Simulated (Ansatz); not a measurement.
## TiPbO₃: the gap under strain

TiPbO₃, P4mm, a = 3.859 Å, c = 4.268 Å. The structure is a Materials Project entry; whether it is the stable form wasn't checked. Ansatz: PBEsol, PAW, 420 eV, Γ-centred 8×8×6 mesh on 5 atoms, Gaussian smearing 0.02 eV; no spin polarisation. Series: equal strain along all axes, cell held, atoms relaxed; x is the strain in per cent. The gap is sought over the whole zone.

| x (%) | gap y (eV) |
| --- | --- |
| -3.0 | 1.482 |
| -2.0 | 1.564 |
| -1.0 | 1.636 |
| 0.0 | 1.698 |
| 1.0 | ? |
| 2.0 | 1.797 |
| 3.0 | 1.834 |

Fit y = E0 + c1 x + c2 x² to the other rows, give the deformation potential for this strain, and predict the missing gap.

Least squares on the rows shown. y = 1.6985 + 0.058518 x − 0.0044940 x². The deformation potential is 100 c1 = 5.85 eV per unit strain of each axis, or a third of that, 1.95 eV, as the usual dE_g/d ln V. At x = 1.0 the fit asked for gives 1.753 eV. The run gave 1.752 eV, so the fit is 0.001 eV too high, a small miss on the scale of the series.

Spin-orbit coupling is left out, which matters for the bands of heavy elements.